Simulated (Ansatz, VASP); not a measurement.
**KI in VASP and in Ansatz**

The input INCAR:

```
SYSTEM = KI
PREC = Accurate
ENCUT = 520
EDIFF = 1E-7
ISMEAR = -1
SIGMA = 0.05
LREAL = .False.
LASPH = .True.
NELM = 60
ALGO = Normal
ISIF = 2
LWAVE = .False.
LCHARG = .False.
GGA = PE
NBANDS = 15
```

The input KPOINTS:

```
regular mesh
0
Gamma
  6 6 6
  0 0 0
```

Contents of POSCAR:

```
KI
1.0
    4.2332004065      0.0000000000      0.0000000000
    0.0000000000      4.2332004065      0.0000000000
    0.0000000000      0.0000000000      4.2332004065
I K
1 1
Direct
    0.5000000000      0.5000000000      0.5000000000
    0.0000000000      0.0000000000      0.0000000000
```

input.yaml

```yaml
crystal:
  lattice:
    - [4.2332004065, 0.0, 0.0]
    - [0.0, 4.2332004065, 0.0]
    - [0.0, 0.0, 4.2332004065]
  atoms:
    - { symbol: I, position: [0.5, 0.5, 0.5] }
    - { symbol: K, position: [0.0, 0.0, 0.0] }
hamiltonian:
  xc: pbe
  pseudopotentials: { kind: paw }
kpoints:
  mp_grid: { grid: [6, 6, 6] }
scf:
  occupations: { method: fermi_dirac, width: 0.05 }
output:
  forces: true
  stress: true
  eigenvalues: true
  write_density: true
  write_potential: true
  elf: true
  volumetric_format: npy
```

Change from the starting cell: volume scaled by 0.96.

Alike in both runs: task single point; functional PBE; k mesh 6 × 6 × 6; occupations fermi-dirac, width 0.05 eV; no spin polarisation.

```csv
,VASP,Ansatz
version,VASP 6.6.1,Ansatz 0.2.0
potentials or method,"VASP PAW PBE potentials, release 64 (I, K_sv)",Ansatz PAW
plane-wave cutoff (eV),520,420
valence electrons in the cell,16,26
```

```tsv
	VASP	Ansatz	Ansatz less VASP
gap on the k mesh at the Fermi level (eV)	3.44	3.44	+0.004
least direct gap on the mesh (eV)	3.82	3.82	+0.003
pressure (GPa)	1.2	1.1	-0.03
```

The two sets of potentials don't hold the same shells in valence.

Caveats: spin-orbit coupling is left out, which moves the levels of the heavy elements. A k mesh can miss the band edges.
